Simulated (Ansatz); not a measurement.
Rb: electron density at the nuclei under pressure

```
Rb
1.0
     0.00000    3.57578    3.57578
     3.57578    0.00000    3.57578
     3.57578    3.57578    0.00000
Rb
1
Direct
  0.00000 0.00000 0.00000
```

The cell was built from the fcc type and relaxed in the same program, and has space group Fm-3m; it needn't be a known or the stable phase.

All numbers below come from Ansatz 0.2.0, DFT, PBE, all-electron PAW with datasets made for the crystal, scalar-relativistic.

Numerical set-up: a Γ-centred 11×11×11 k mesh, Fermi–Dirac smearing of 0.03 eV, cutoff 180 eV (chosen by the program for this cell), no spin polarisation.

The contact density is the mean electron density over the nuclear volume; its changes follow the s electrons' response to bonding and compression. Changes below are taken from the unscaled cell, where it is 362054 e/Å³ at Rb.

The datasets are made afresh for each cell, so very small changes are uncertain.

Question: Does compression raise or lower the contact density at Rb?

Answer: It raises it, by 1.35 e/Å³ over the whole range.

Question: Tabulate the changes with volume.

Answer: 
```tsv
V/V(cell)	P (GPa)	Δρ(0) Rb (e/Å³)
0.9405	0.2	0.71
1.0000	0.0	0.00
1.0600	-0.1	-0.64
```
